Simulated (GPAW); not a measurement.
A run of GPAW 26.7.0 is set up as follows.

File run.py:

```python
from ase.dft.bandgap import bandgap
from ase.io import write
from ase.spacegroup import crystal
from ase.units import GPa
from gpaw import GPAW, PW

# Pt 1a
# Se 2d
atoms = crystal(['Pt', 'Se'],
                basis=[[0.0, 0.0, 0.0],
                       [0.6666666667, 0.3333333333, 0.75]],
                spacegroup=164, setting=1,  # P-3m1
                cellpar=[3.724, 3.724, 5.062, 90.0, 90.0, 120.0],
                primitive_cell=True)

calc = GPAW(mode=PW(600),
            xc='LDA',
            kpts={'size': (6, 6, 4), 'gamma': True},
            occupations={'name': 'fermi-dirac', 'width': 0.05},
            setups={'Pt': '10'},
            nbands=-12,
            convergence={'density': 1e-05, 'energy': 1e-05},
            maxiter=150,
            txt='gpaw.txt')
atoms.calc = calc
energy = atoms.get_potential_energy()
forces = atoms.get_forces()
stress = atoms.get_stress()
calc.write('gs.gpw')
write('result.traj', atoms)
print(f'Energy: {energy:.6f} eV')
print('Forces (eV/A):')
print(forces.round(4))
print('Stress (GPa):', (stress / GPa).round(3))
print('Fermi level:', round(calc.get_fermi_level(), 4), 'eV')
print(f'Gap: {bandgap(calc)[0]:.4f} eV, direct: {bandgap(calc, direct=True)[0]:.4f} eV')

path = atoms.cell.bandpath('GMKGALHA,LM,KH', npoints=100, eps=1e-4)
bs_calc = calc.fixed_density(kpts=path, symmetry='off', nbands=-24,
                             convergence={'bands': 'CBM+6.0', 'eigenstates': 1e-6}, txt='bands.txt')
bs = bs_calc.band_structure()
bs.write('bs.json')
print(f'Gap on the path: {bandgap(bs_calc)[0]:.4f} eV')
```

Potentials or basis: the program's PAW data sets (release 1.2.1) made for this functional, other valence, pw.

The run is started by

```console
$ OMP_NUM_THREADS=1 python run.py
```

Task: What does it give for the largest force?

Result: 0.299 eV/Å.

Task: Estimate the band gap along the path.

Result: None (metal or under the smearing width).

Forces in eV/Å, atoms in the order of the input:
```
Pt   0.000  0.000  0.000
Se   0.000  0.000 -0.299
Se   0.000  0.000  0.299
```

Caveat: spin-orbit coupling is left out, which moves the levels of the heavy elements.
